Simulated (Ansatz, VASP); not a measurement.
# SnSe2 in two plane-wave programs

Aim: how closely do two programs agree when they are given the same cell, functional and k mesh? The structure shown is the start of the Ansatz relaxation below; VASP solves that cell, so the two are compared at the walk's first step.

Method: plane waves, with VASP 6.6.1 beside it; single point at PBE with D3(BJ), in Ansatz 0.2.0.

### Step 1. The starting structure

The cell holds 3 atoms: 2 Se and 1 Sn. Its edges and angles: a = 3.811 Å, b = 3.811 Å, c = 33.300 Å, α = 90.0°, β = 90.0°, γ = 120.0°. It derives from SnSe2. Vacuum lies along c.

### Step 2. Ansatz: relaxation, PBE with D3(BJ)

Ansatz runs on its PAW soft_1 files.

The two programs are compared at the cell with which this relaxation starts, whose forces are those of its first step.

The input, input.yaml:

```yaml
crystal:
  lattice:
    - [3.811, 0.0, 0.0]
    - [-1.9055, 3.3004228138, 0.0]
    - [0.0, 0.0, 33.3]
  atoms:
    - { symbol: Se, position: [0.33333333, 0.66666667, 0.4541182028] }
    - { symbol: Sn, position: [0.0, 0.0, 0.5] }
    - { symbol: Se, position: [0.66666667, 0.33333333, 0.5458817972] }
  periodic: [true, true, false]
kpoints:
  mp_grid: { grid: [6, 6, 1] }
hamiltonian:
  xc: pbe
  dispersion: d3bj
  pseudopotentials: { kind: paw, azcp: { folder: soft_1 } }
scf:
  occupations: { method: fermi_dirac, width: 0.02 }
relax:
  f_tol: 0.01
  max_steps: 100
  cell: {}
output:
  write_density: true
  write_potential: true
  elf: true
  volumetric_format: npy
```

Run with:

```console
ansatz run input.yaml --threads 2 --pin off --max-ram 92160MiB --backend cuda --events-out ev --progress --plain --runs-dir out --devices 1 --max-vram 13GiB
```

Numbers of over 12 decimals in the logs are rounded to 6 here.

Log:

```text
GPUs: using 1 of 1 available (devices: 1).
Engine: ansatz 0.2.0, x86_64-unknown-linux-gnu
Pseudopotentials: kind: paw
Pseudopotential: Se, paw, valence charge 16, recommended cutoff 420 eV (normal), soft_1/Se.paw.azcp
Pseudopotential: Sn, paw, valence charge 14, recommended cutoff 420 eV (normal), soft_1/Sn.paw.azcp
Functional definition: PBE
  parameter kappa = 0.804
  parameter beta = 0.066725
  exchange = pbe_x(kappa = kappa, mu = beta*pi^2/3)
  correlation = pbe_c(beta = beta)
device memory: the entry about to start is reckoned to put 2.4 GiB on a device that reports 60.7 GiB free (of which the cap on the GPU budget leaves the run 13.0 GiB)
GPU FFT provider: cuFFT
GPU libraries: cuBLAS 13.8.2, cuFFT 12.4.0, cuSOLVER 12.3.4
Crystal: 3 atoms, lattice volume = 418.844 Å³
Basis set: ecut = 420 eV, 8175 PW (Γ), exchange–correlation on 54×54×450 points (8 copies of the dense FFT grid, shifted against one another)
Bands: 28, of which v1, the nominal top of the filled ones, is band 23 counted from 1 (22 counted from 0)
Symmetry: 12 space group operations
Space group: P-3m1 (ITA 164), of the structure as read, at distance tolerance 7.5e-5 Å
k-points: 7 of 36
Non-local potential: Se, projectors of the file, l = 0: 2, l = 1: 2, l = 2: 3, l = 3: 1
Non-local potential: Sn, projectors of the file, l = 0: 2, l = 1: 2, l = 2: 2, l = 3: 1
PAW form: soft (Blöchl's): semilocal exchange-correlation on the pseudo side does not see the compensation charge
PAW one-centre angular grid: Se, 590 points (default); XC on 64 Gauss nodes
PAW one-centre angular grid: Sn, 590 points (default); XC on 64 Gauss nodes
Initial density: superposition of atomic densities (neutral atoms: chi_scale 0, normalization atom)
Initial wavefunctions: pseudopotential atomic-orbital guess
GPU buffer pool allocated for 164025 grid points (all kernels)
GPU transforms: local potential and band sums: pruned to the plane-wave sphere, on 25×25×225
Functional: x = pbe(κ = 0.804, μ = 0.219515), c = pbe(β = 0.066725)
iter 1 solved again at ethr=2.31e-3 eV; its pass at ethr=3.10e-3 eV (dr2=1.06e0 eV) is discarded
SCF iter   1: F=—  HF=-16964.457668 eV  |F-HF|=—  |Δ(HF+E_count)|=         —  Δρ=1.34e-2  dr2=1.07e0  ethr=2.31e-3  ⟨swp⟩=1.7  Hψ=1639  notcnv=0
preconditioner: auto → Resta (q_TF=auto, 1.888 Å⁻¹)  ε∞=1.3  [insulator: Δε(μ)=1.292 eV  Ē_g=15.816 eV  σ=0.020 eV  W_gap=1.00  n_scr=20 (ndim 8)  ℏωp=9.3 eV  f_vac=0.791  D(μ)=0.00/eV (n_scr^D=0)  ε∞_Penn≈1.3  vacuum switching on, ρ_ref=1.8e-2 e/Å³]
SCF iter   2: F=—  HF=-16964.177139 eV  |F-HF|=—  |Δ(HF+E_count)|=   2.81e-1  Δρ=5.74e-3  dr2=1.39e-1  ethr=2.31e-3  ⟨swp⟩=4.0  Hψ=386  notcnv=0
SCF iter   3: F=—  HF=-16964.162794 eV  |F-HF|=—  |Δ(HF+E_count)|=   1.43e-2  Δρ=2.91e-3  dr2=3.48e-2  ethr=3.03e-4  ⟨swp⟩=3.6  Hψ=378  notcnv=0  defer=6
SCF iter   4: F=—  HF=-16964.160077 eV  |F-HF|=—  |Δ(HF+E_count)|=   2.72e-3  Δρ=8.27e-4  dr2=2.73e-3  ethr=7.57e-5  ⟨swp⟩=3.1  Hψ=339  notcnv=0  defer=6
SCF iter   5: F=—  HF=-16964.160208 eV  |F-HF|=—  |Δ(HF+E_count)|=   1.32e-4  Δρ=1.48e-4  dr2=5.87e-5  ethr=5.93e-6  ⟨swp⟩=2.9  Hψ=320  notcnv=0  defer=6
SCF iter   6: F=—  HF=-16964.160352 eV  |F-HF|=—  |Δ(HF+E_count)|=   1.44e-4  Δρ=4.04e-5  dr2=6.08e-6  ethr=1.28e-7  ⟨swp⟩=3.6  Hψ=442  notcnv=0  defer=6
SCF iter   7: F=—  HF=-16964.160354 eV  |F-HF|=—  |Δ(HF+E_count)|=   2.01e-6  Δρ=1.19e-5  dr2=3.02e-7  ethr=1.32e-8  ⟨swp⟩=2.9  Hψ=310  notcnv=0  defer=6
SCF iter   8: F=-16964.160355 eV  HF=-16964.160355 eV  |F-HF|=2.80e-9  |Δ(HF+E_count)|=   3.82e-7  Δρ=1.25e-6  dr2=5.76e-9  ethr=2.17e-10  ⟨swp⟩=14.0  Hψ=1852  notcnv=0
SCF 1 converged in 8 iterations: F = -16964.160355 eV  dr2 = 5.76e-9
  greatest PAW one-centre occupation: 1.000 electrons in one spin orbital (limit 2), on the Se atom at site 2 (counted from 0), in its partial waves of l = 2
relax step   1: F+E_penalty+E_count = -16964.16035450 eV  Δ(F+E_penalty+E_count) = +0.000e0 eV  max|allowed force component| = 7.779e-1 eV/Å  Δτ_max = 0.0000 Å  P = +1.700 N/m  Ω = 418.844 Å³  fix = [c, alpha, beta]  reactions: c +0.000 N/m  (8 SCF iters, dr2 threshold 1.00e-7 eV, accepted)
[...]
relax step   4: F+E_penalty+E_count = -16964.21969259 eV  Δ(F+E_penalty+E_count) = -5.312e-4 eV  max|allowed force component| = 4.642e-3 eV/Å  Δτ_max = 0.0072 Å  P = +0.004 N/m  Ω = 422.457 Å³  energy of the carried Pulay correction = -4.668e-5 eV  fix = [c, alpha, beta]  reactions: c +0.000 N/m  (4 SCF iters, dr2 threshold 3.00e-7 eV, accepted)
[...]
relax step   5: F+E_penalty+E_count = -16964.21973842 eV  Δ(F+E_penalty+E_count) = -4.582e-5 eV  max|allowed force component| = 4.716e-3 eV/Å  Δτ_max = 0.0000 Å  P = +0.003 N/m  Ω = 422.457 Å³  fix = [c, alpha, beta]  reactions: c +0.000 N/m  stress off target by 2.88e-3 N/m on what of the cell is left free  SCF on the basis re-selected at this cell (its energy is not comparable with the rows above)  (7 SCF iters)
basis re-selected at this cell: Δ(F+E_penalty+E_count) = -4.582e-5 eV, ΔP = -0.001 N/m vs the last step (what re-selecting the basis moved, of the pressure what is left beyond the Pulay correction that the steps carried, after the strain that the cell walked since its last selection, with what the two solves' SCF thresholds leave and, on support functions, any second-order correction that the steps lacked; it is no m [...]
WARN: The input density's exchange-correlation potential varies sharply where the density is thin. Do not read a vacuum level from v_tot or v_xc, or from such a field of the output density. On a cell that repeats whose density bears no net charge and no dipole along the vacuum's axis use v_es (v_loc + v_h of the components); under efield.dipole_correction with no amplitude use v_es + v_field, which holds any external [...]
SCF converged after 7 iterations
Free energy (F): -16964.219738 eV
Harris-Foulkes:  -16964.219738 eV  (|F-HF|=1.55e-8)
Internal energy: -16964.219738 eV  (E = F + TS)
E sigma→0 (E₀):  -16964.219738 eV
Fermi energy:    -5.577425 eV
--- Per-component energies (eV) ---
  E_band       = -1498.754019
  E_kinetic    = 389.227571
  E_local      = -107420.160126  (includes V_loc(G=0)·N_el)
  E_nonlocal   = -563.659932
  E_hartree    = 53529.377901
  E_xc         = -295.038454
  E_vxc        = -259.755683  (∫ρ·V_xc dr)
  E_paw        = -8631.800990  (= ΣΔE_a)
  E_vpaw       = -703.161148  (= ΣTr[D̂ρ^β])
  E_aug_tail   = -0.000470  (compensation charges beyond the density's cutoff)
  E_ewald      = 46028.590934
  E_disp       = -0.756172  (pairwise vdW)
  E_smearing   = -0.000000  (= −TS)
  E_closure    = -0.000000  (closes the sum)
  Σ components = -16964.219738   (vs F -16964.219738, Δ=0.00e0)
--- Forces (eV/Å), atoms counted from 1 ---
  atom   1  Se     0.00000000     0.00000000     0.00471581
  atom   2  Sn     0.00000000    -0.00000000     0.00000000
  atom   3  Se    -0.00000000    -0.00000000    -0.00471581
  max |Σ_I F_I| component: 2.31e-18 eV/Å
--- 2D stress c σ (N/m, compression-positive) ---
        0.002878      -0.000000      -0.000000
       -0.000000       0.002878       0.000000
       -0.000000       0.000000       0.000000
  P = ½ c Tr σ = 0.0029 N/m
--- Band table (eV; the first three rows and the last of 7) ---
  k-point 0: bands = [... 19 lower, -6.4239, -6.4239, -6.0369, -6.0369, -4.3745, -2.8493, -1.3410, -1.3410, ... 1 higher]
  k-point 1: bands = [... 19 lower, -7.2246, -7.0816, -6.9383, -5.9760, -3.7280, -2.1061, -1.0299 (-1.0299°), -0.8039, ... 1 higher]
  k-point 2: bands = [... 19 lower, -8.2327, -7.8585, -6.7298, -6.1866, -4.6739, -1.7965, -0.5933, -0.2690, ... 1 higher]
  k-point 6: bands = [... 19 lower, -9.6008, -9.2342, -6.8425, -6.8425, -4.1756, -0.7509, -0.7509, 0.6147, ... 1 higher]
  ° read free of the cell's end (the report's vacuum.weakly_bound_levels)
--- Relaxed structure (4 steps of the walk, 3 accepted, 1 SCFs on fresh bases) ---
  F+E_penalty+E_count = -16964.21973842 eV   max|allowed force component| = 4.716e-3 eV/Å   (the final SCF, on the basis selected at the relaxed cell)
  cell:  # Å, volume = 422.4573 Å³
    - [3.827401, 0.0, 0]
    - [-1.913701, 3.314627, 0]
    - [0, 0, 33.3]
  atoms:
    - { symbol: Se, position: [0.333333, 0.666667, 0.451980] }
    - { symbol: Sn, position: [0, 0, 0.500000] }
    - { symbol: Se, position: [0.666667, 0.333333, 0.548020] }
```

### Step 3. VASP: single point, PBE with D3(BJ), start cell, pair 1

The same cell, functional, mesh and smearing now go to VASP, with its own data sets.

Lines of VASP's logs that name or quote its potential files are left out, and so is its time.

The input, INCAR:

```
SYSTEM = SnSe2
PREC = Accurate
ENCUT = 400
EDIFF = 1E-06
NELM = 120
ISMEAR = -1
SIGMA = 0.02
LREAL = .FALSE.
ALGO = Normal
GGA = PE
IVDW = 12
NBANDS = 19
LORBIT = 11
LWAVE = .FALSE.
LCHARG = .FALSE.
ISIF = 2
LDIPOL = .TRUE.
IDIPOL = 3
DIPOL = 0.5 0.5 0.5
LVHAR = .TRUE.
LASPH = .TRUE.
GGA_COMPAT = .FALSE.
EFERMI = MIDGAP
NELMDL = -8
KPAR = 2
```

The input, POSCAR:

```
SnSe2
1.0
    3.8110000000      0.0000000000      0.0000000000
   -1.9055000000      3.3004230000      0.0000000000
    0.0000000000      0.0000000000     33.3000000000
Se Sn
2 1
Direct
    0.3333333333      0.6666666667      0.4541181982
    0.6666666667      0.3333333333      0.5458818018
    0.0000000000      0.0000000000      0.5000000000
```

The input, KPOINTS:

```
Automatic mesh
0
Gamma
6 6 1
0 0 0
```

PAW data sets: Se and Sn_d (PBE family, release 64).

Run with:

```console
mpirun -np 2 vasp_std
```

Log:

```text
[banner, memory and clock lines left out]
running    2 mpi-ranks, on    1 nodes
 distrk:  each k-point on    1 cores,    2 groups
 distr:  one band on    1 cores,    1 groups

 POSCAR found type information on POSCAR SeSn
 POSCAR found :  2 types and       3 ions
 LDA part: xc-table for (Slater+PW92), standard interpolation
 POSCAR, INCAR and KPOINTS ok, starting setup
 FFT: planning ... GRIDC
 FFT: planning ... GRID_SOFT
 FFT: planning ... GRID
 WAVECAR not read
 entering main loop
       N       E                     dE             d eps       ncg     rms          rms(c)
DAV:   1     0.163076148266E+03    0.16308E+03   -0.91587E+03   322   0.811E+02
DAV:   2     0.540386437428E+01   -0.15767E+03   -0.15449E+03   372   0.206E+02
DAV:   3    -0.115887811347E+02   -0.16993E+02   -0.16879E+02   323   0.787E+01
DAV:   4    -0.120526876956E+02   -0.46391E+00   -0.46332E+00   364   0.164E+01
DAV:   5    -0.120615907787E+02   -0.89031E-02   -0.89026E-02   416   0.226E+00
DAV:   6    -0.120616383485E+02   -0.47570E-04   -0.47570E-04   371   0.155E-01
DAV:   7    -0.120616406377E+02   -0.22892E-05   -0.22891E-05   406   0.278E-02
DAV:   8    -0.120616406607E+02   -0.22977E-07   -0.22984E-07   313   0.320E-03    0.517E+00
DAV:   9    -0.117885698195E+02    0.27307E+00   -0.55108E-01   405   0.804E+00    0.337E+00
DAV:  10    -0.117684786534E+02    0.20091E-01   -0.27702E-01   346   0.360E+00    0.525E-01
DAV:  11    -0.117622600338E+02    0.62186E-02   -0.34371E-02   363   0.201E+00    0.301E-01
DAV:  12    -0.117626621910E+02   -0.40216E-03   -0.30613E-03   310   0.330E-01    0.567E-02
DAV:  13    -0.117626589560E+02    0.32350E-05   -0.20390E-04   382   0.150E-01    0.304E-02
DAV:  14    -0.117626794847E+02   -0.20529E-04   -0.85318E-05   331   0.518E-02    0.857E-03
DAV:  15    -0.117626977007E+02   -0.18216E-04   -0.46426E-06   328   0.127E-02    0.823E-03
DAV:  16    -0.117627822918E+02   -0.84591E-04   -0.17797E-05   262   0.155E-02    0.438E-03
DAV:  17    -0.117628483434E+02   -0.66052E-04   -0.38898E-06   263   0.666E-03    0.302E-03
DAV:  18    -0.117628974014E+02   -0.49058E-04   -0.35301E-06   274   0.742E-03    0.236E-03
DAV:  19    -0.117629121697E+02   -0.14768E-04   -0.12943E-07   310   0.265E-03    0.678E-04
DAV:  20    -0.117629244534E+02   -0.12284E-04   -0.20977E-07   265   0.188E-03    0.965E-04
DAV:  21    -0.117629289683E+02   -0.45149E-05   -0.58872E-08   296   0.134E-03    0.259E-04
DAV:  22    -0.117629302437E+02   -0.12754E-05   -0.14134E-08   267   0.497E-04    0.125E-04
DAV:  23    -0.117629308218E+02   -0.57815E-06   -0.67532E-09   254   0.308E-04
   1 F= -.12537577E+02 E0= -.12537577E+02  d E =-.859886E-11
```

From OUTCAR (step 3):

```text
ion  position               nearest neighbor table
   1  0.333  0.667  0.454-   3 2.68   3 2.68   3 2.68
   2  0.667  0.333  0.546-   3 2.68   3 2.68   3 2.68
   3  0.000  0.000  0.500-   1 2.68   2 2.68   2 2.68   1 2.68   2 2.68   1 2.68

  LATTYP: Found a hexagonal cell.
 ALAT       =     3.8110000000
 C/A-ratio  =     8.7378640777

 Subroutine GETGRP returns: Found 12 space group operations
 (whereof 12 operations were pure point group operations)

The static configuration has the point symmetry D_3d.

 Found      7 irreducible k-points:

   k-points           NKPTS =      7   k-points in BZ     NKDIM =      7   number of bands    NBANDS=     19

   dimension x,y,z NGX =    28 NGY =   28 NGZ =  224
   dimension x,y,z NGXF=    56 NGYF=   56 NGZF=  448

   ENCUT  =  400.0 eV  29.40 Ry    5.42 a.u.   6.21  6.21 54.30*2*pi/ulx,y,z

   NELECT =      26.0000    total number of electrons

 k-points in reciprocal lattice and weights: Automatic mesh
   0.00000000  0.00000000  0.00000000       0.028
   0.16666667 -0.00000000  0.00000000       0.167
   0.33333333  0.00000000  0.00000000       0.167
   0.50000000 -0.00000000  0.00000000       0.083
   0.16666667  0.16666667  0.00000000       0.167
   0.33333333  0.16666667  0.00000000       0.333
   0.33333333  0.33333333  0.00000000       0.056

 dipolmoment           0.000000      0.000000      0.000000 electrons x Angstroem

 average (electrostatic) potential at core
       1 -61.5489       2 -61.5489       3-110.9341

 E-fermi :  -3.7496

 k-point     1 :       0.0000    0.0000    0.0000
  band No.  band energies     occupation
    ...
      9      -5.1809      2.00000
     10      -4.7834      2.00000
     11      -4.7834      2.00000
     12      -4.3501      2.00000
     13      -4.3501      2.00000
     14      -2.4710      0.00000
     15      -1.1406      0.00000
     16       0.4572      0.00000
     17       0.4572      0.00000
     18       1.4435      0.00000
    ...

 k-point     2 :       0.1667   -0.0000    0.0000
  band No.  band energies     occupation
    ...
      9      -6.5370      2.00000
     10      -5.5044      2.00000
     11      -5.4619      2.00000
     12      -5.0441      2.00000
     13      -4.2316      2.00000
     14      -1.7760      0.00000
     15      -0.2851      0.00000
     16       0.8469      0.00000
     17       1.0835      0.00000
     18       1.6970      0.00000
    ...

 k-point     3 :       0.3333    0.0000    0.0000
  band No.  band energies     occupation
    ...
      9      -8.1297      2.00000
     10      -6.4433      2.00000
     11      -6.3273      2.00000
     12      -4.8317      2.00000
     13      -4.4124      2.00000
     14      -2.7419      0.00000
     15       0.1116      0.00000
     16       1.3691      0.00000
     17       1.7954      0.00000
     18       2.3849      0.00000
    ...

 Edisp (eV)   -0.77465

  Total       1.36119     1.36119     2.40466     0.00000     0.00000     0.00000
  in kB       5.20686     5.20686     9.19837     0.00000     0.00000     0.00000
  external pressure =        6.54 kB  Pullay stress =        0.00 kB

  energy-cutoff  :      400.00
  volume of cell :      418.84
      direct lattice vectors                 reciprocal lattice vectors
     3.811000000  0.000000000  0.000000000     0.262398321  0.151495733  0.000000000
    -1.905500000  3.300423000  0.000000000     0.000000000  0.302991465  0.000000000
     0.000000000  0.000000000 33.300000000     0.000000000  0.000000000  0.030030030

 POSITION                                       TOTAL-FORCE (eV/Angst)
 -----------------------------------------------------------------------------------
     -0.00000      2.20028     15.12214         0.000000     -0.000000     -0.796019
      1.90550      1.10014     18.17786        -0.000000      0.000000      0.796019
      0.00000      0.00000     16.65000         0.000000      0.000000      0.000000
 -----------------------------------------------------------------------------------
    total drift:                               -0.000000      0.000000      0.000000

  FREE ENERGIE OF THE ION-ELECTRON SYSTEM (eV)
  ---------------------------------------------------
  free  energy   TOTEN  =       -12.5375767094 eV

  energy  without entropy=      -12.5375767094  energy(sigma->0) =      -12.53757671

 vacuum level on the upper side and lower side of the slab         1.861         1.861

 total charge
# of ion       s       p       d       tot
------------------------------------------
    1        1.480   2.341   0.028   3.849
    2        1.480   2.341   0.028   3.849
    3        1.046   1.061  10.118  12.225
--------------------------------------------------
tot          4.006   5.744  10.173  19.923

[... 3 further parts left out ...]
```

### Step 4. Comparison

Known differences besides the potentials themselves: Ansatz cuts the interaction across the vacuum, VASP repeats the sheet with a dipole correction; the data sets hold 46 valence electrons in Ansatz (on its PAW soft_1 files) and 26 in VASP; the cutoff is 420 eV in Ansatz and 400 eV in VASP. Total energies have different zeros and are not compared.

Forces (eV/Å; atoms numbered as in POSCAR):

```csv
atom,"Ansatz x, y, z","VASP x, y, z"
Se1,"0.000, 0.000, -0.778","0.000, 0.000, -0.796"
Se2,"0.000, 0.000, 0.778","0.000, 0.000, 0.796"
Sn3,"0.000, 0.000, 0.000","0.000, 0.000, 0.000"
```

The forces differ by 8.5 meV/Å r.m.s., which is 2.3 % of the r.m.s. force of 0.375 eV/Å (both taken over all components). With vacuum in the cell, a pressure given here is an average over mostly empty space and none of the material.

### Step 5. Ansatz: relaxation, PBE with D3(BJ)

The two programs are compared at the cell with which this relaxation starts, whose forces are those of its first step. This pair takes another cell of the material, with 6 atoms against 3 for the pair before.

The structure compared here is the start of the Ansatz relaxation; VASP solves that cell, so the two are compared at the walk's first step.

input.yaml, the sections that differ from step 2:

```yaml
crystal:
  lattice:
    - [3.811, 0.0, 0.0]
    - [-1.9055, 3.3004228138, 0.0]
    - [0.0, 0.0, 45.6]
  atoms:
    - { symbol: Se, position: [0.33333333, 0.66666667, 0.3992135123] }
    - { symbol: Sn, position: [0.0, 0.0, 0.4327192941] }
    - { symbol: Se, position: [0.66666667, 0.33333333, 0.4662250845] }
    - { symbol: Se, position: [0.33333333, 0.66666667, 0.5337749155] }
    - { symbol: Sn, position: [0.0, 0.0, 0.5672807059] }
    - { symbol: Se, position: [0.66666667, 0.33333333, 0.6007864877] }
  periodic: [true, true, false]
# kpoints, hamiltonian, scf, relax: as in step 2
# output: removed
```

Run with:

```console
ansatz run input.yaml --threads 2 --pin off --max-ram 92160MiB --backend cuda --events-out ev --progress --plain --runs-dir out --devices 1 --max-vram 13GiB
```

Log:

```text
GPUs: using 1 of 1 available (devices: 1).
[...]
GPU FFT provider: cuFFT
GPU libraries: cuBLAS 13.8.2, cuFFT 12.4.0, cuSOLVER 12.3.4
Crystal: 6 atoms, lattice volume = 573.553 Å³
Basis set: ecut = 420 eV, 11205 PW (Γ), exchange–correlation on 54×54×640 points (8 copies of the dense FFT grid, shifted against one another)
[...]
- [3.836578, 0, 0]
    - [-1.918289, 3.322574, 0]
    - [0, 0, 45.6]
  atoms:
    - { symbol: Se, position: [0.333333, 0.666667, 0.399390] }
    - { symbol: Sn, position: [2.9132219295870615e-18, 8.323491227391594e-19, 0.434347] }
    - { symbol: Se, position: [0.666667, 0.333333, 0.469320] }
    - { symbol: Se, position: [0.333333, 0.666667, 0.530680] }
    - { symbol: Sn, position: [-2.9132219295870615e-18, -8.323491227391594e-19, 0.565653] }
    - { symbol: Se, position: [0.666667, 0.333333, 0.600610] }
[key lines of the parts left out:]
SCF converged after 8 iterations
Free energy (F): -33928.721040 eV
Fermi energy:    -5.599674 eV
P = ½ c Tr σ = 0.0452 N/m
```

(Part 1 of 2 ends here.)

[Lines on the potential files, build, host, timing and source positions are cut from VASP's logs without a mark.]

[Logs are printed without paths, hosts, clocks, repeated set-up lines and the standing remarks that a program may print on its own settings, such as how far it seeks lower states.]

[Hosts, paths, dates, database ids (printed as entryN), source tags and the programs' standing remarks are cut or masked in the printed files.]
